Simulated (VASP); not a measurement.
# SnO (Cmc2_1) in VASP: a series of runs, part 2 of 2

VASP 6.6.1. Earlier steps stand in the parts before.

## 6. Single point, PBEsol

The input, INCAR:

```
SYSTEM = SnO
ADDGRID = .FALSE. ; ALGO = Normal
EDIFF = 1E-4 ; ENCUT = 450
GGA = PS ; ISIF = 2
ISMEAR = 0 ; LASPH = .TRUE.
LCHARG = .FALSE. ; LREAL = Auto
LWAVE = .FALSE. ; NELM = 100
PREC = Normal ; SIGMA = 0.05
```

The input, KPOINTS:

```
k-points
0
G
  6 6 2
  0 0 0
```

The input, POSCAR:

```
SnO
1.0
    2.5000000000     -2.8600000000      0.0000000000
    2.5000000000      2.8600000000      0.0000000000
    0.0000000000      0.0000000000     11.1200000000
Sn O
4 4
Direct
    0.5590000000      0.4410000000      0.2460000000
    0.4410000000      0.5590000000      0.7460000000
    0.0000000000      0.0000000000      0.5000000000
    0.0000000000      0.0000000000      0.0000000000
    0.9300000000      0.4300000000      0.1200000000
    0.0700000000      0.5700000000      0.6200000000
    0.5700000000      0.0700000000      0.1200000000
    0.4300000000      0.9300000000      0.6200000000
```

Potentials or basis: VASP PAW PBE potentials, release 64 (Sn_d, O).

Command:

```
> cat potpaw_PBE.64/Sn_d/POTCAR potpaw_PBE.64/O/POTCAR > POTCAR
> mpirun -np 1 vasp_std > vasp.out
```

OUTCAR:

```text
SYSTEM = SnO
   EDIFF = 1E-4
   ENCUT = 450
   GGA = PS
   ISIF = 2
   ISMEAR = 0
   LASPH = .TRUE.
   LREAL = Auto
   NELM = 100
   PREC = Normal

 Found     26 irreducible k-points:

 Following reciprocal coordinates:
            Coordinates               Weight
  0.000000  0.000000  0.000000      1.000000
  0.166667  0.000000  0.000000      4.000000
  0.333333 -0.000000  0.000000      4.000000
  0.500000 -0.000000  0.000000      2.000000
  0.166667  0.166667  0.000000      2.000000
  0.333333  0.166667  0.000000      4.000000
   k-points           NKPTS =     26   k-points in BZ     NKDIM =     26   number of bands    NBANDS=     48
   number of dos      NEDOS =    301   number of ions     NIONS =      8
   total plane-waves  NPLWV =  24000
   dimension x,y,z NGX =    20 NGY =   20 NGZ =   60
   dimension x,y,z NGXF=    40 NGYF=   40 NGZF=  120
   ions per type =               4   4
   NGX,Y,Z   is equivalent  to a cutoff of   8.75,  8.75,  8.97 a.u.
   NGXF,Y,Z  is equivalent  to a cutoff of  17.51, 17.51, 17.94 a.u.
 SYSTEM =  SnO
   PREC   = normal    normal or accurate (medium, high low for compatibility)
   ISTART =      0    job   : 0-new  1-cont  2-samecut
   ICHARG =      2    charge: 1-file 2-atom 10-const
   ISPIN  =      1    spin polarized calculation?
   LNONCOLLINEAR =      F non collinear calculations
   LSORBIT =      F    spin-orbit coupling
   LASPH  =      T    aspherical Exc in radial PAW
   ENCUT  =  450.0 eV  33.07 Ry    5.75 a.u.   6.57  6.57 19.23*2*pi/ulx,y,z
   NELM   =    100;   NELMIN=  2; NELMDL= -5     # of ELM steps
   EDIFF  = 0.1E-03   stopping-criterion for ELM
   LREAL  =      T    real-space projection
   EDIFFG = 0.1E-02   stopping-criterion for IOM
   NSW    =      0    number of steps for IOM
   IBRION =     -1    ionic relax: 0-MD 1-quasi-New 2-CG
   NFREE  =      0    steps in history (QN), initial steepest desc. (CG)
   ISIF   =      2    stress and relaxation
   ISYM   =      2    0-nonsym 1-usesym 2-fastsym
   POTIM  = 0.5000    time-step for ionic-motion
   TEBEG  =    0.0;   TEEND  =   0.0 temperature during run
   PSTRESS=    0.0 pullay stress
   NELECT =      80.0000    total number of electrons
   NUPDOWN=      -1.0000    fix difference up-down
   EMIN   =  10.00;   EMAX   =-10.00  energy-range for DOS
   EFERMI =   0.00;   METHOD = LEGACY
   ISMEAR =     0;   SIGMA  =   0.05  broadening in eV -4-tet -1-fermi 0-gaus
   EFERMI_NEDOS =   21; number of points for ismear=-14 and -15
   IALGO  =     38    algorithm
   IMIX   =      4    mixing-type and parameters
     AMIX     =   0.40;   BMIX     =  1.00
     AMIX_MAG =   1.60;   BMIX_MAG =  1.00
  volume/ion in A,a.u.               =      19.88       134.14
  Fermi-wavevector in a.u.,A,eV,Ry     =   1.302041  2.460500 23.066092  1.695310
  Thomas-Fermi vector in A             =   2.433135
   LORBIT       =      0    0 simple, 1 ext, 2 COOP (PROOUT), +10 PAW based schemes
   GGA     = PS    functional components
   LHFCALC =     F    Hartree Fock is set to
   AEXX    =    0.0000 exact exchange contribution
   IVDW    =     0    specifies the selected vdW correction
   LEPSILON=     F    determine dielectric tensor
   LRPA    =     F    only Hartree local field effects (RPA)
 non-spin polarized calculation
 Gauss-broadening in eV      SIGMA  =   0.05
  energy-cutoff  :      450.00
  volume of cell :      159.02
 maximum number of plane-waves:      3475
   NGX = 13   NGY = 13   NGZ = 39

 number of electron      80.0000050 magnetization

 Free energy of the ion-electron system (eV)
  ---------------------------------------------------
  ext. energy  EPLUGINS =         0.00000000
  ---------------------------------------------------
  free energy    TOTEN  =       -40.79090639 eV

  energy without entropy =      -40.78316607  energy(sigma->0) =      -40.78703623

 E-fermi :   6.1717     XC(G=0):  -9.8465

 val. band max:        6.1605150244   @ k =   0.5000   0.3333   0.0000
 cond. band min:       6.1760224710   @ k =  -0.1667   0.1667   0.0000
 fundamental gap:      0.0155074466
 Fermi energy:         6.1716642215

 k-point     1 :       0.0000    0.0000    0.0000
  band No.  band energies     occupation
      1     -16.5246      2.00000
      2     -16.5212      2.00000
      3     -16.0826      2.00000
      4     -16.0771      2.00000
      5     -15.8818      2.00000
      6     -15.8759      2.00000
[... 295 lines left out ...]
     47       9.6044      0.00000
     48      10.3639      0.00000

 [... further k-points ...]

------------------------ aborting loop because EDIFF is reached ----------------------------------------

  FORCE on cell =-STRESS in cart. coord.  units (eV):
  Direction    XX          YY          ZZ          XY          YZ          ZX
  --------------------------------------------------------------------------------------
  -------------------------------------------------------------------------------------
  Total       25.9921152     -3.4040457     -4.2072968      0.0000000      0.0000000      0.0000000
  in kB      261.8854564    -34.2977111    -42.3909269      0.0000000      0.0000000      0.0000000
  external PRESSURE =      61.7322728 kB  Pullay stress =       0.0000000 kB

 VOLUME and BASIS-vectors are now :
 -----------------------------------------------------------------------------
  energy-cutoff  :      450.00
  volume of cell :      159.02
      direct lattice vectors                 reciprocal lattice vectors
     2.500000000 -2.860000000  0.000000000     0.200000000 -0.174825175  0.000000000
     2.500000000  2.860000000  0.000000000     0.200000000  0.174825175  0.000000000
     0.000000000  0.000000000 11.120000000     0.000000000  0.000000000  0.089928058

 POSITION                                       TOTAL-FORCE (eV/Angst)
 -----------------------------------------------------------------------------------
      2.50000     -0.33748      2.73552         0.000000      2.080778      0.884660
      2.50000      0.33748      8.29552         0.000000     -2.080778      0.884660
      0.00000      0.00000      5.56000         0.000000      0.844488      1.260505
      0.00000      0.00000      0.00000         0.000000     -0.844488      1.260505
      3.40000     -1.43000      1.33440         8.423958     -0.572237     -1.072583
      1.60000      1.43000      6.89440        -8.423958      0.572237     -1.072583
      1.60000     -1.43000      1.33440        -8.423958     -0.572237     -1.072583
      3.40000      1.43000      6.89440         8.423958      0.572237     -1.072583
 -----------------------------------------------------------------------------------
    total drift:                                0.000000      0.000000      0.002100

  FREE ENERGIE OF THE ION-ELECTRON SYSTEM (eV)
  ---------------------------------------------------
  free  energy   TOTEN  =       -40.7909063905 eV

  energy  without entropy=      -40.7831660702  energy(sigma->0) =      -40.78703623
```

OSZICAR:

```text
N       E                     dE             d eps       ncg     rms          rms(c)
DAV:   1     0.100300200832E+04    0.10030E+04   -0.35092E+04  2728   0.224E+03
DAV:   2     0.152219200982E+03   -0.85078E+03   -0.81926E+03  2584   0.668E+02
DAV:   3    -0.343892707559E+02   -0.18661E+03   -0.17702E+03  3008   0.241E+02
DAV:   4    -0.493234419603E+02   -0.14934E+02   -0.14704E+02  2944   0.733E+01
DAV:   5    -0.498825625539E+02   -0.55912E+00   -0.55881E+00  3024   0.143E+01    0.179E+01
DAV:   6    -0.425865816850E+02    0.72960E+01   -0.47530E+01  3576   0.640E+01    0.129E+01
DAV:   7    -0.408845586893E+02    0.17020E+01   -0.10989E+01  3320   0.202E+01    0.359E+00
DAV:   8    -0.408295654793E+02    0.54993E-01   -0.13298E+00  3368   0.683E+00    0.198E+00
DAV:   9    -0.408442775934E+02   -0.14712E-01   -0.18031E-01  3976   0.388E+00    0.195E+00
DAV:  10    -0.407893801108E+02    0.54897E-01   -0.13519E-01  3744   0.335E+00    0.265E-01
DAV:  11    -0.407908364638E+02   -0.14564E-02   -0.14052E-02  3056   0.724E-01    0.171E-01
DAV:  12    -0.407910915071E+02   -0.25504E-03   -0.16454E-03  3056   0.331E-01    0.136E-01
DAV:  13    -0.407909824978E+02    0.10901E-03   -0.17459E-04  1776   0.143E-01    0.877E-02
DAV:  14    -0.407909063905E+02    0.76107E-04   -0.21015E-04  1960   0.114E-01
   1 F= -.40790906E+02 E0= -.40787036E+02  d E =-.774032E-02
```

It took 61 s on 1 thread of AMD EPYC 9R45 (Zen 5), shared host; peak memory 0.19 GiB.

These settings aren't checked as converged: the numbers below hold their error.

Results:

| Quantity | Value |
| --- | --- |
| Free energy | -40.7909 eV |
| Largest force | 8.511 eV/Å |
| Band gap on the k mesh | none (metal or under the smearing width) |

Caveat: the cutoff is under 1.25 times the usual one of these potentials, so pressure, stress and relaxed cells hold a basis-set (Pulay) error; the PAW data sets were made with another functional, which shifts forces and pressure a little.
